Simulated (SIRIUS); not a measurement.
Au, 1 atom in the cell. Symmetry: Fm-3m, No. 225, cubic system. Conventional cell: a = 4.070 Å, b = 4.070 Å, c = 4.070 Å, α = 90.00°, β = 90.00°, γ = 90.00°. Around Au (site symmetry m-3m) lie 12 Au at 2.88 Å. 

- Program: SIRIUS 7.10.0
- Task: single point
- Functional: PBEsol
- Potentials or basis: PseudoDojo 0.4.1 PBEsol standard (scalar relativistic)
- Cutoff: 1054 eV
- Density cutoff: 4214 eV
- k mesh: 11 × 11 × 11
- Occupations: fermi-dirac, width 0.05 eV
- Spin: no spin polarisation
- Libxc names: ["XC_GGA_X_PBE_SOL", "XC_GGA_C_PBE_SOL"]
- Energy tol: 1e-08 Ha
- Density tol: 1e-06
- Mixer: anderson
- Mixing beta: 0.7
- Max scf: 100
- Radial cutoff for the potentials' integrals: 6.5 bohr

Potentials or basis: PseudoDojo 0.4.1 PBEsol standard (scalar relativistic).

The run is started by

```bash
$ upf_to_json Au.upf
$ OMP_NUM_THREADS=1 sirius.scf --input=sirius.json --output=out.json --task=0
```

Hardware: 1 thread of Arm Neoverse V2, with other jobs on the host.

Estimate the wall time of this run.

Run time: 24 s on 1 thread of Arm Neoverse V2, with other jobs on the host, peak memory 0.28 GiB. Counts: scf iterations 11, k points 56, plane waves 1363, bands 17.
